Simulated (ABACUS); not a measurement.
The system is Ta.

```
Ta
1.0
    -1.65128    1.65128    1.65128
     1.65128   -1.65128    1.65128
     1.65128    1.65128   -1.65128
Ta
1
Direct
  0.00000 0.00000 0.00000
```

Program: ABACUS 3.10.1. Alike in all runs: task single point; no spin polarisation; cell as given; smearing fermi-dirac 0.05 eV.

Problem. Order these runs on this cell by their pressure, lowest first.
A. level MS2; potentials or basis SG15 ONCV 1.2 PBE, plane waves; k mesh 7 × 7 × 7; cutoff (eV) 939; SCF threshold on the density 1e-08; eigensolver dav; mesh quality coarse
B. level SCAN; potentials or basis SG15 ONCV 1.2 PBE, plane waves; k mesh 7 × 7 × 7; cutoff (eV) 939; SCF threshold on the density 1e-08; eigensolver dav; mesh quality coarse
C. level PBE; potentials or basis Ansatz NC PBE, DZP LCAO (the cutoffs set its grid); k mesh 10 × 10 × 10; cutoff (eV) 1361; SCF threshold on the density 1e-07; eigensolver genelpa; orbital files Ta Ta_confined-atom_7au_3s2p2d2f.orb; mesh quality not flagged

Solution. B (-10.8 GPa), C (4.8 GPa), A (82.7 GPa).

Caveats: some runs use coarse meshes; the potentials were made for another functional, which shifts forces and pressure (some runs); a pressure of tens of GPa on the cell as given is suspect, and the run, the potentials or the cell itself is likely at fault (some runs); the atomic orbitals were generated for these runs and aren't a published set (some runs); the basis of atomic orbitals isn't converged, which shifts pressures, moduli and gaps (some runs).
